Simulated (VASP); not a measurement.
# CdTe (F-43m) in VASP: further runs

Runs on CdTe. Level: PBEsol-based screened hybrid. Tasks: single point, relaxation of cell and atoms.

Everything below comes from runs of VASP 6.6.1. Logs are shortened: lines on timing, memory, paths and dates and some standing lists are left out, and cuts for length are marked.

**Experimental background.**

A printed reference work, data compilation reports, for a bulk crystal of CdTe at 0 K: band gap 1.607 eV.

The results are compared with them further down.

### 1 The cell of the first run

Symmetry: F-43m, No. 216, cubic system. Conventional cell: a = 6.488 Å, b = 6.488 Å, c = 6.488 Å, α = 90.00°, β = 90.00°, γ = 90.00°. Within 3.7 Å of Te (site symmetry -43m) lie 4 Cd at 2.81 Å. Cd (site symmetry -43m) has 4 Te at 2.81 Å within 3.7 Å.

### 2 Single point, PBEsol-based screened hybrid

Contents of POSCAR:

```
CdTe
1.0
    0.0000000000      3.2438298249      3.2438298249
    3.2438298249      0.0000000000      3.2438298249
    3.2438298249      3.2438298249      0.0000000000
Te Cd
1 1
Direct
    0.7500000000      0.7500000000      0.7500000000
    0.0000000000      0.0000000000      0.0000000000
```

Contents of INCAR.step1:

```
SYSTEM = CdTe
PREC = Accurate
ENCUT = 520
EDIFF = 1E-5
ISMEAR = -1
SIGMA = 0.05
LREAL = .FALSE.
LASPH = .TRUE.
NELM = 60
ALGO = Normal
ISIF = 2
LWAVE = .TRUE.
LCHARG = .FALSE.
GGA = PE
NBANDS = 16
```

Contents of INCAR.step2:

```
SYSTEM = CdTe
PREC = Accurate
ENCUT = 520
EDIFF = 1E-6
ISMEAR = -1
SIGMA = 0.05
LREAL = .FALSE.
LASPH = .TRUE.
NELM = 60
ALGO = Normal
ISIF = 2
LWAVE = .FALSE.
LCHARG = .FALSE.
GGA = PS
LHFCALC = .TRUE.
AEXX = 0.25
HFSCREEN = 0.207
PRECFOCK = Normal
ISTART = 1
NBANDS = 16
```

Contents of KPOINTS:

```
Automatic mesh
0
G
  4 4 4
  0 0 0
```

Potentials or basis: VASP PAW PBE potentials, release 64 (Te, Cd).

Command:

```
> cat potpaw_PBE.64/Te/POTCAR potpaw_PBE.64/Cd/POTCAR > POTCAR
> cp INCAR.step1 INCAR
> mpirun -np 1 vasp_std > vasp.out
> cp INCAR.step2 INCAR
> mpirun -np 1 vasp_std > vasp.out
```

OUTCAR:

```text
SYSTEM = CdTe
   PREC = Accurate
   ENCUT = 520
   EDIFF = 1E-6
   ISMEAR = -1
   LREAL = .FALSE.
   LASPH = .TRUE.
   NELM = 60
   ISIF = 2
   GGA = PS
   LHFCALC = .TRUE.
   AEXX = 0.25
   HFSCREEN = 0.207
   PRECFOCK = Normal
   ISTART = 1

 ion  position               nearest neighbor table
   1  0.750  0.750  0.750-   2 2.81   2 2.81   2 2.81   2 2.81
   2  0.000  0.000  0.000-   1 2.81   1 2.81   1 2.81   1 2.81

  LATTYP: Found a face centered cubic cell.
 ALAT       =     6.4876596498

  Lattice vectors:

 A1 = (   0.0000000000,   3.2438298249,   3.2438298249)
 A2 = (   3.2438298249,   0.0000000000,   3.2438298249)
 A3 = (   3.2438298249,   3.2438298249,   0.0000000000)

Analysis of symmetry for initial positions (statically):
=====================================================================
 Subroutine PRICEL returns:
 Original cell was already a primitive cell.

 Routine SETGRP: Setting up the symmetry group for a
 face centered cubic supercell.

 Subroutine GETGRP returns: Found 24 space group operations
 (whereof 24 operations were pure point group operations)
 out of a pool of 48 trial point group operations.

The static configuration has the point symmetry T_d .

Analysis of symmetry for dynamics (positions and initial velocities):
=====================================================================
 Subroutine PRICEL returns:
 Original cell was already a primitive cell.

 Routine SETGRP: Setting up the symmetry group for a
 face centered cubic supercell.

 Subroutine GETGRP returns: Found 24 space group operations
 (whereof 24 operations were pure point group operations)
 out of a pool of 48 trial point group operations.

The dynamic configuration has the point symmetry T_d .

 Subroutine INISYM returns: Found 24 space group operations
 (whereof 24 operations are pure point group operations),
 and found     1 'primitive' translations

----------------------------------------------------------------------------------------

                                     Primitive cell

  volume of cell :      68.2660

  direct lattice vectors                    reciprocal lattice vectors
     0.000000000  3.243829825  3.243829825    -0.154138789  0.154138789  0.154138789
     3.243829825  0.000000000  3.243829825     0.154138789 -0.154138789  0.154138789
     3.243829825  3.243829825  0.000000000     0.154138789  0.154138789 -0.154138789

  length of vectors
     4.587468132  4.587468132  4.587468132     0.266976213  0.266976213  0.266976213

  position of ions in fractional coordinates (direct lattice)
     0.750000000  0.750000000  0.750000000
     0.000000000  0.000000000  0.000000000

  ion indices of the primitive-cell ions
   primitive index   ion index
                 1           1
                 2           2

----------------------------------------------------------------------------------------

 KPOINTS: Automatic mesh

Automatic generation of k-mesh.
 Grid dimensions read from file:
 generate k-points for:    4    4    4

 Generating k-lattice:

  Cartesian coordinates                     Fractional coordinates (reciprocal lattice)
    -0.038534697  0.038534697  0.038534697     0.250000000  0.000000000  0.000000000
     0.038534697 -0.038534697  0.038534697     0.000000000  0.250000000  0.000000000
     0.038534697  0.038534697 -0.038534697     0.000000000  0.000000000  0.250000000

  Length of vectors
     0.066744053  0.066744053  0.066744053

  Shift w.r.t. Gamma in fractional coordinates (k-lattice)
     0.000000000  0.000000000  0.000000000

 Subroutine IBZKPT returns following result:
 ===========================================

 Found      8 irreducible k-points:

 Following reciprocal coordinates:
            Coordinates               Weight
  0.000000  0.000000  0.000000      1.000000
  0.250000  0.000000  0.000000      8.000000
  0.500000  0.000000  0.000000      4.000000
  0.250000  0.250000  0.000000      6.000000
  0.500000  0.250000  0.000000     24.000000
 -0.250000  0.250000  0.000000     12.000000
  0.500000  0.500000  0.000000      3.000000
 -0.250000  0.500000  0.250000      6.000000
   k-points           NKPTS =      8   k-points in BZ     NKDIM =     64   number of bands    NBANDS=     16
   number of dos      NEDOS =    301   number of ions     NIONS =      2
   total plane-waves  NPLWV =  46656
   dimension x,y,z NGX =    36 NGY =   36 NGZ =   36
   dimension x,y,z NGXF=    72 NGYF=   72 NGZF=   72
   ions per type =               1   1
   NGX,Y,Z   is equivalent  to a cutoff of  13.05, 13.05, 13.05 a.u.
   NGXF,Y,Z  is equivalent  to a cutoff of  26.09, 26.09, 26.09 a.u.
 SYSTEM =  CdTe
   PREC   = accura    normal or accurate (medium, high low for compatibility)
   ISTART =      1    job   : 0-new  1-cont  2-samecut
   ICHARG =      0    charge: 1-file 2-atom 10-const
   ISPIN  =      1    spin polarized calculation?
   LNONCOLLINEAR =      F non collinear calculations
   LSORBIT =      F    spin-orbit coupling
   LASPH  =      T    aspherical Exc in radial PAW
   ENCUT  =  520.0 eV  38.22 Ry    6.18 a.u.   8.53  8.53  8.53*2*pi/ulx,y,z
   NELM   =     60;   NELMIN=  2; NELMDL=  0     # of ELM steps
   EDIFF  = 0.1E-05   stopping-criterion for ELM
   LREAL  =      F    real-space projection
   EDIFFG = 0.1E-04   stopping-criterion for IOM
   NSW    =      0    number of steps for IOM
   IBRION =     -1    ionic relax: 0-MD 1-quasi-New 2-CG
   NFREE  =      0    steps in history (QN), initial steepest desc. (CG)
   ISIF   =      2    stress and relaxation
   ISYM   =      3    0-nonsym 1-usesym 2-fastsym
   POTIM  = 0.5000    time-step for ionic-motion
   TEBEG  =    0.0;   TEEND  =   0.0 temperature during run
   PSTRESS=    0.0 pullay stress
   NELECT =      18.0000    total number of electrons
   NUPDOWN=      -1.0000    fix difference up-down
   EMIN   =  10.00;   EMAX   =-10.00  energy-range for DOS
   EFERMI =   0.00;   METHOD = LEGACY
   ISMEAR =    -1;   SIGMA  =   0.05  broadening in eV -4-tet -1-fermi 0-gaus
   EFERMI_NEDOS =   21; number of points for ismear=-14 and -15
   IALGO  =     38    algorithm
   IMIX   =      1    mixing-type and parameters
     AMIX     =   0.40;   BMIX     =  1.00
     AMIX_MAG =   1.60;   BMIX_MAG =  1.00
  volume/ion in A,a.u.               =      34.13       230.34
  Fermi-wavevector in a.u.,A,eV,Ry     =   1.049778  1.983793 14.994090  1.102035
  Thomas-Fermi vector in A             =   2.184755
   LORBIT       =      0    0 simple, 1 ext, 2 COOP (PROOUT), +10 PAW based schemes
   GGA     = PS    functional components
   LHFCALC =     T    Hartree Fock is set to
   PRECFOCK=normal    Normal, Fast or Accurate (Low or Medium for compatibility)
   ENCUT4O =  -1.0   cutoff for four orbital integrals eV
   NKREDX  =     1    reduce k-point grid by
   NKREDY  =     1    reduce k-point grid by
   NKREDZ  =     1    reduce k-point grid by
   AEXX    =    0.2500 exact exchange contribution
   HFSCREEN=    0.2070 screening length (either q_TF or 0.3 A-1)
   HFSCREENC=   0.2070 screening length for correlation (either q_TF or 0.3 A-1)
   ENCUTFOCK=  -1.0 apply spherical cutoff to Coloumb kernel
   IVDW    =     0    specifies the selected vdW correction
   LEPSILON=     F    determine dielectric tensor
   LRPA    =     F    only Hartree local field effects (RPA)
 non-spin polarized calculation
  energy-cutoff  :      520.00
  volume of cell :       68.27
 maximum number of plane-waves:      1856
 NGX is ok and might be reduce to    36
  NGX = 28; NGY = 28; NGZ = 28

 number of electron      17.9999997 magnetization

 Free energy of the ion-electron system (eV)
  ---------------------------------------------------
  ext. energy  EPLUGINS =         0.00000000
  ---------------------------------------------------
  free energy    TOTEN  =        -6.45864184 eV

  energy without entropy =       -6.45864178  energy(sigma->0) =       -6.45864181

 E-fermi :   2.4690     XC(G=0):  -7.2985

 val. band max:        1.7295736107   @ k =   0.0000   0.0000   0.0000
 cond. band min:       3.1534130519   @ k =   0.0000   0.0000   0.0000
 fundamental gap:      1.4238394412
 Fermi energy:         2.4689902767

 k-point     1 :       0.0000    0.0000    0.0000
  band No.  band energies     occupation
      1     -10.4276      2.00000
      2      -7.8515      2.00000
      3      -7.8515      2.00000
      4      -7.8515      2.00000
      5      -7.5878      2.00000
      6      -7.5878      2.00000
[... 8 lines left out ...]
     15      12.0569      0.00000
     16      12.0569      0.00000

 k-point     2 :       0.2500    0.0000    0.0000
  band No.  band energies     occupation
      1     -10.2221      2.00000
      2      -7.8163      2.00000
      3      -7.8163      2.00000
      4      -7.6148      2.00000
      5      -7.5885      2.00000
      6      -7.5885      2.00000
[... 8 lines left out ...]
     15      11.0520      0.00000
     16      11.0520      0.00000

 k-point     3 :       0.5000    0.0000    0.0000
  band No.  band energies     occupation
      1     -10.0326      2.00000
      2      -7.7884      2.00000
      3      -7.7884      2.00000
      4      -7.5804      2.00000
      5      -7.5804      2.00000
      6      -7.1479      2.00000
[... 8 lines left out ...]
     15      13.0939      0.00000
     16      13.0939      0.00000

 k-point     4 :       0.2500    0.2500    0.0000
  band No.  band energies     occupation
      1     -10.1572      2.00000
      2      -7.7759      2.00000
      3      -7.7759      2.00000
      4      -7.6676      2.00000
      5      -7.5734      2.00000
      6      -7.5282      2.00000
[... 8 lines left out ...]
     15      12.6275      0.00000
     16      13.4134      0.00000

 k-point     5 :       0.5000    0.2500    0.0000
  band No.  band energies     occupation
      1      -9.9764      2.00000
      2      -7.7544      2.00000
      3      -7.7385      2.00000
      4      -7.6268      2.00000
      5      -7.5732      2.00000
      6      -7.0741      2.00000
[... 8 lines left out ...]
     15      13.3127      0.00000
     16      13.7019      0.00000

 k-point     6 :      -0.2500    0.2500    0.0000
  band No.  band energies     occupation
      1     -10.0340      2.00000
      2      -7.7733      2.00000
      3      -7.7699      2.00000
      4      -7.5958      2.00000
      5      -7.5944      2.00000
      6      -7.2265      2.00000
[... 8 lines left out ...]
     15      12.2832      0.00000
     16      13.8290      0.00000

 k-point     7 :       0.5000    0.5000    0.0000
  band No.  band energies     occupation
      1      -9.9205      2.00000
      2      -7.6924      2.00000
      3      -7.6924      2.00000
      4      -7.6836      2.00000
      5      -7.5590      2.00000
      6      -6.9656      2.00000
[... 8 lines left out ...]
     15      13.6297      0.00000
     16      14.3269      0.00000

 k-point     8 :      -0.2500    0.5000    0.2500
  band No.  band energies     occupation
      1      -9.9229      2.00000
      2      -7.7325      2.00000
      3      -7.7216      2.00000
      4      -7.6186      2.00000
      5      -7.5871      2.00000
      6      -6.8846      2.00000
[... 8 lines left out ...]
     15      13.9695      0.00000
     16      14.0149      0.00000

------------------------ aborting loop because EDIFF is reached ----------------------------------------

  FORCE on cell =-STRESS in cart. coord.  units (eV):
  Direction    XX          YY          ZZ          XY          YZ          ZX
  --------------------------------------------------------------------------------------
  -------------------------------------------------------------------------------------
  Total       -0.0029298     -0.0029298     -0.0029298      0.0000000      0.0000000      0.0000000
  in kB       -0.0687607     -0.0687607     -0.0687607      0.0000000      0.0000000      0.0000000
  external PRESSURE =      -0.0687607 kB  Pullay stress =       0.0000000 kB

 VOLUME and BASIS-vectors are now :
 -----------------------------------------------------------------------------
  energy-cutoff  :      520.00
  volume of cell :       68.27
      direct lattice vectors                 reciprocal lattice vectors
     0.000000000  3.243829825  3.243829825    -0.154138789  0.154138789  0.154138789
     3.243829825  0.000000000  3.243829825     0.154138789 -0.154138789  0.154138789
     3.243829825  3.243829825  0.000000000     0.154138789  0.154138789 -0.154138789

 POSITION                                       TOTAL-FORCE (eV/Angst)
 -----------------------------------------------------------------------------------
      4.86574      4.86574      4.86574         0.000000      0.000000      0.000000
      0.00000      0.00000      0.00000        -0.000000     -0.000000     -0.000000
 -----------------------------------------------------------------------------------
    total drift:                                0.000020      0.000017      0.000011

  FREE ENERGIE OF THE ION-ELECTRON SYSTEM (eV)
  ---------------------------------------------------
  free  energy   TOTEN  =        -6.4586418386 eV

  energy  without entropy=       -6.4586417845  energy(sigma->0) =       -6.45864181
```

It took 19 min on 1 thread of Oxide Virtual Turin-like, shared host; peak memory 0.29 GiB.

What came out:

| Quantity | Value |
| --- | --- |
| Free energy | -6.4586 eV |
| Pressure | 0.0 GPa |
| Band gap on the k mesh | 1.42 eV, direct |

Levels at points of the mesh, in eV from the valence-band top:
```tsv
k point	band 5	band 6	band 7	band 8	band 9	band 10	band 11	band 12	band 13	band 14
(0.00, 0.00, 0.00)	-9.32	-9.32	0.00	0.00	0.00	1.42	5.41	5.41	5.41	8.35
(0.50, 0.00, 0.00)	-9.31	-8.88	-4.77	-0.83	-0.83	2.52	5.99	5.99	7.84	9.63
(0.50, 0.50, 0.00)	-9.29	-8.70	-4.64	-2.01	-2.01	3.16	3.39	9.86	10.28	10.28
```

Caveat: the PAW data sets were made with another functional, which shifts forces and pressure a little; spin-orbit coupling is left out, which moves the levels of the heavy elements.

### 3 Relaxation of cell and atoms, PBEsol-based screened hybrid

This run uses another cell than the first one, of 32.92 Å³/atom, 0.965 times its volume.

Contents of POSCAR:

```
CdTe
1.0
    0.0000000000      3.2050000000      3.2050000000
    3.2050000000      0.0000000000      3.2050000000
    3.2050000000      3.2050000000      0.0000000000
Te Cd
1 1
Direct
    0.7500000000      0.7500000000      0.7500000000
    0.0000000000      0.0000000000      0.0000000000
```

Contents of INCAR.step1:

```
ALGO = Normal ; EDIFF = 1E-5
ENCUT = 600 ; GGA = PE
ISMEAR = -1 ; LASPH = True
LCHARG = False ; LREAL = False
LWAVE = True ; NBANDS = 16
NELM = 60 ; PREC = Accurate
SIGMA = 0.05
```

Contents of INCAR.step2:

```
AEXX = 0.25 ; ALGO = Normal
EDIFF = 1E-7 ; EDIFFG = -0.01
ENCUT = 600 ; GGA = PS
HFSCREEN = 0.207 ; IBRION = 2
ISIF = 3 ; ISMEAR = -1
ISTART = 1 ; LASPH = True
LCHARG = False ; LHFCALC = True
LREAL = False ; LWAVE = False
NELM = 60 ; NSW = 60
PREC = Accurate ; PRECFOCK = Normal
SIGMA = 0.05
```

Contents of KPOINTS:

```
k-points
0
Gamma
  4 4 4
```

Potentials or basis: VASP PAW PBE potentials, release 64 (Te, Cd).

Command:

```
> cat potpaw_PBE.64/Te/POTCAR potpaw_PBE.64/Cd/POTCAR > POTCAR
> cp INCAR.step1 INCAR
> mpirun -np 1 vasp_std > vasp.out
> cp INCAR.step2 INCAR
> mpirun -np 1 vasp_std > vasp.out
```

It took 61 min on 1 thread of Oxide Virtual Turin-like, shared host; peak memory 0.32 GiB.

The run converged. Its results:

```
Free energy                            : -6.4582 eV
Relaxed volume                         : 34.13 Å³/atom
Relaxed cell                           : a = 4.587 Å, b = 4.587 Å, c = 4.587 Å, α = 60.00°, β = 60.00°, γ = 60.00°
Space group after relaxing (to 0.05 Å) : F-43m (No. 216)
Energy gained by relaxing              : 6.2 meV/atom
Ionic steps                            : 3
Pressure after relaxing                : 0.0 GPa
Band gap on the k mesh                 : 1.42 eV, direct
```

The path:
| step | energy change (eV) | largest force (eV/Å) | pressure (GPa) | volume (Å³) |
| --- | --- | --- | --- | --- |
| 1 | 0.0000 | 0.0000 | 1.70 | 65.84 |
| 2 | -0.0106 | 0.0000 | -0.60 | 69.23 |
| 3 | -0.0125 | 0.0000 | -0.01 | 68.26 |

Final structure:
```xyz
2
Lattice="0.0000 3.2437 3.2437 3.2437 0.0000 3.2437 3.2437 3.2437 0.0000" Properties=species:S:1:pos:R:3 pbc="T T T"
Te    4.8656    4.8656    4.8656
Cd    0.0000    0.0000    0.0000
```

Levels at points of the mesh, in eV from the valence-band top:
| k point | band 5 | band 6 | band 7 | band 8 | band 9 | band 10 | band 11 | band 12 | band 13 |
| --- | --- | --- | --- | --- | --- | --- | --- | --- | --- |
| (0.00, 0.00, 0.00) | -9.32 | -9.32 | 0.00 | 0.00 | 0.00 | 1.42 | 5.41 | 5.41 | 5.41 |
| (0.50, 0.00, 0.00) | -9.31 | -8.88 | -4.77 | -0.83 | -0.83 | 2.52 | 5.99 | 5.99 | 7.84 |
| (0.50, 0.50, 0.00) | -9.29 | -8.70 | -4.64 | -2.01 | -2.01 | 3.16 | 3.39 | 9.86 | 10.28 |

Caveat: the k points lie up to 0.42 Å⁻¹ apart in the final cell; the PAW data sets were made with another functional, which shifts forces and pressure a little; spin-orbit coupling is left out, which moves the levels of the heavy elements. Zero-point motion and thermal expansion aren't in these numbers.

### 4 Comparison with measurements

Step 2. Against the measured gap of CdTe, 1.607 eV (0 K; a printed reference work, data compilation), the calculated 1.42 eV is off by -0.18 eV. Spin-orbit coupling on Cd, Te is left out. The value is that of PBEsol-based screened hybrid, without temperature or zero-point motion.
